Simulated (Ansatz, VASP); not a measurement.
Two plane-wave programs on BeTe

The input INCAR:

```
SYSTEM = BeTe
ALGO = Normal ; EDIFF = 1E-6
ENCUT = 520 ; GGA = CA
ISIF = 2 ; ISMEAR = 0
LASPH = .TRUE. ; LCHARG = .TRUE.
LELF = .TRUE. ; LREAL = .FALSE.
LVHAR = .TRUE. ; LWAVE = .FALSE.
NBANDS = 11 ; NELM = 60
PREC = Accurate ; SIGMA = 0.05
```

The input KPOINTS:

```
k-points
0
G
  10 10 10
  0 0 0
```

POSCAR

```
BeTe
1.0
    0.0000000000      2.5380411060      3.2994534378
    2.5380411060      0.0000000000      3.2994534378
    2.5380411060      2.5380411060      0.0000000000
Be Te
1 1
Direct
    0.0000000000      0.0000000000      0.0000000000
    0.7500000000      0.7500000000      0.7500000000
```

Input for Ansatz:

```yaml
crystal:
  lattice:
    - [0.0, 2.538041106, 3.2994534378]
    - [2.538041106, 0.0, 3.2994534378]
    - [2.538041106, 2.538041106, 0.0]
  atoms:
    - { symbol: Be, position: [0.0, 0.0, 0.0] }
    - { symbol: Te, position: [0.75, 0.75, 0.75] }
basis:
  ecutwfc: 420
kpoints:
  mp_grid: { grid: [10, 10, 10] }
hamiltonian:
  xc: lda
scf:
  occupations: { method: gaussian, width: 0.05 }
output:
  forces: true
  stress: true
  eigenvalues: true
```

Alike in both runs: task single point; functional LDA; k mesh 10 × 10 × 10; occupations gaussian, width 0.05 eV; no spin polarisation.

```csv
,VASP,Ansatz
version,VASP 6.6.1,Ansatz 0.2.0
potentials or method,"VASP PAW LDA potentials, release 64 (Be, Te)","scalar-relativistic, plane waves, PAW"
plane-wave cutoff (eV),520,420
valence electrons in the cell,8,18
```

|  | VASP | Ansatz | Ansatz less VASP |
| --- | --- | --- | --- |
| gap on the k mesh at the Fermi level (eV) | 0.48 | 0.50 | +0.021 |
| least direct gap on the mesh (eV) | 1.31 | 1.32 | +0.012 |
| pressure (GPa) | 1.0 | 0.8 | -0.28 |
| largest component of the traceless stress (GPa) | 16.21 | 16.22 | +0.011 |

The two sets of potentials don't hold the same shells in valence.

Caveats: spin-orbit coupling is left out, which moves the levels of the heavy elements.
